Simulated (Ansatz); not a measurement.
# Te2Mo: convergence and cost

Aim, for Te2Mo: test the k-point mesh on the displaced cell.

Computed with Ansatz 0.2.0 (DFT LDA, scalar-relativistic, plane waves, PAW, unless a step's input says otherwise).

3 further runs of the same task are left out: 2 that didn't finish, 1 set aside as unsound or not needed. Runs told in other sessions of the task aren't counted.

## 1. The starting structure

It takes space group P2_1/m (No. 11, monoclinic). Conventional cell: a = 6.362 Å, b = 3.480 Å, c = 36.176 Å, α = 90.00°, β = 90.14°, γ = 90.00°. Te (site symmetry m) has 3 Mo at 2.69 to 2.71 Å in its first shell of neighbours. Around Te (site symmetry m) lie 3 Mo at 2.82 to 2.84 Å. Mo (site symmetry m) has 6 Te at 2.69 to 2.84 Å and 2 Mo at 2.90 Å in its first shell of neighbours.

Structure file:

```cif
data_structure
_symmetry_space_group_name_H-M 'P2_1/m'
_symmetry_Int_Tables_number 11
_cell_length_a 6.3616
_cell_length_b 3.4804
_cell_length_c 36.1760
_cell_angle_alpha 90.000
_cell_angle_beta 90.136
_cell_angle_gamma 90.000
_cell_volume 800.97
loop_
_atom_site_label
_atom_site_type_symbol
_atom_site_symmetry_multiplicity
_atom_site_Wyckoff_symbol
_atom_site_fract_x
_atom_site_fract_y
_atom_site_fract_z
_atom_site_occupancy
Te1 Te 2 e 0.07915 0.75000 0.44347 1
Te2 Te 2 e 0.57075 0.25000 0.45930 1
Mo1 Mo 2 e 0.81865 0.75000 0.50253 1
```

The structure comes from the Materials Project (structure only); it is used as listed.

## 2. The base input

The input, input.yaml:

```yaml
crystal:
  lattice:
    - [6.3616090156, 0.0, 0.0]
    - [0.0, 3.48040306, 0.0]
    - [-0.0857412231, 0.0, 36.1758904685]
  atoms:
    - { symbol: Te, position: [0.07915213, 0.75, 0.44347268] }
    - { symbol: Te, position: [0.92084787, 0.25, 0.55652732] }
    - { symbol: Te, position: [0.5707489, 0.25, 0.45929642] }
    - { symbol: Te, position: [0.4292511, 0.75, 0.54070358] }
    - { symbol: Mo, position: [0.81865244, 0.75, 0.50253463] }
    - { symbol: Mo, position: [0.18134756, 0.25, 0.49746537] }
basis:
  ecutwfc: 420
kpoints:
  mp_grid: { grid: [6, 10, 1] }
hamiltonian:
  xc: lda
scf:
  occupations: { method: gaussian, width: 0.1 }
output:
  forces: true
  stress: true
  eigenvalues: true
  populations: true
  write_density: true
  write_potential: true
  elf: true
  volumetric_format: npy
```

Its results, from an earlier run: -6165.9527 eV/atom at zero smearing, pressure -0.89 GPa, largest force 0.479 eV/Å, no gap on the mesh, in 8 SCF cycles and 86 s.

The runs on the displaced cell use a copy made earlier, with the atoms moved and the axes strained (about 1 %) at random, so that forces and shear stress do not vanish.

## 3. K-point mesh on the displaced cell set to 1×1×1

The input, input.yaml:

```yaml
crystal:
  lattice:
    - [6.4143704427, -0.0186196383, -0.0358583084]
    - [-0.0101867069, 3.5084654527, -0.0070031604]
    - [-0.2903639945, -0.0725410642, 36.3603977472]
  atoms:
    - { symbol: Te, position: [0.0670931569, 0.7479765908, 0.4422447393] }
    - { symbol: Te, position: [0.9271031869, 0.2538941248, 0.5568765676] }
    - { symbol: Te, position: [0.5694957808, 0.2409766332, 0.458765954] }
    - { symbol: Te, position: [0.4205919255, 0.764271644, 0.5399472164] }
    - { symbol: Mo, position: [0.822594943, 0.7498917581, 0.5019147383] }
    - { symbol: Mo, position: [0.1747521581, 0.274195983, 0.4976890355] }
basis:
  ecutwfc: 420
kpoints:
  mp_grid: { grid: [1, 1, 1] }
hamiltonian:
  xc: lda
scf:
  occupations: { method: gaussian, width: 0.1 }
output:
  forces: true
  stress: true
  eigenvalues: true
```

On the command line:

```
ansatz run input.yaml --threads 1 --pin off --max-ram 2560MiB --backend cpu --events-out ev --progress --plain --runs-dir out
```

The session goes on with these runs: K-point mesh on the displaced cell set to 1×2×1; K-point mesh on the displaced cell: 2×4×1; K-point mesh on the displaced cell set to 4×4×1; K-point mesh on the displaced cell: 4×6×1.

**Question.** What does this series show?

As calculated:

| quantity | value |
| --- | --- |
| k-point mesh on the displaced cell: within 10 and 1 meV/atom of 6×8×1 from | 1×2×1 for 10; none of the others for 1 |

**Reading.** The last step in the k-point mesh on the displaced cell still changes the energy by 1.05 meV/atom: the series is not settled to 1 meV/atom. The gaps on the coarsest meshes are artefacts of sampling: the crystal is a metal on the dense ones. The error changes sign along the series, since a k mesh isn't variational, and a metal needs dense meshes to resolve its Fermi surface. Forces come within 0.01 eV/Å only at the reference itself. The listed cell is far from this method's equilibrium (-0.9 GPa, forces up to 0.48 eV/Å), so its values are not those of the relaxed crystal. Spin-orbit coupling is left out, which matters for the bands of Te.
